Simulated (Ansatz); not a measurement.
# How far is PAW off for AgCl?

```
Ag Cl
1.0
     0.05546    2.80088    2.80088
     2.80088    0.05546    2.80088
     2.80088    2.80088    0.05546
Ag Cl
1 1
Direct
  0.50000 0.50000 0.50000
  0.00000 0.00000 0.00000
```

Atom numbers follow the list: Ag1, Cl2.

The geometry is COD entry 9011666, unchecked; take it as a test cell. The listed cell was then made from it by scaling, straining or moving an atom.

Methods: DFT, LDA, PAW with Ansatz's default frozen-core files, scalar-relativistic (Ansatz 0.2.0); DFT, LDA, all-electron LAPW, scalar-relativistic (Ansatz 0.2.0).

For PAW: a Γ-centred 8×8×8 k mesh, Fermi–Dirac smearing of 0.02 eV, cutoff 420 eV, no spin polarisation; the PAW files were made with PBE, and the program remakes their frozen cores for this functional. LAPW targets a basis error of 0.5 meV/atom. The Ansatz runs share mesh, smearing and spin set-up. Plane-wave (PAW) pressures include the program's estimate of the Pulay term.

Stress and pressure are positive in compression.

The change that made this cell: equal xy, yz and zx engineering shear strains of +2 %.

PAW results:

| quantity | PAW |
| --- | --- |
| pressure (GPa) | -5.58 |
| stress yz (GPa) | -0.17 |
| stress xz (GPa) | -0.17 |
| stress xy (GPa) | -0.17 |
| band gap (eV) | 0.586 |

What does full-potential LAPW give for the same quantities?


| quantity | LAPW |
| --- | --- |
| pressure (GPa) | -5.57 |
| stress yz (GPa) | -0.17 |
| stress xz (GPa) | -0.17 |
| stress xy (GPa) | -0.17 |
| band gap (eV) | 0.586 |
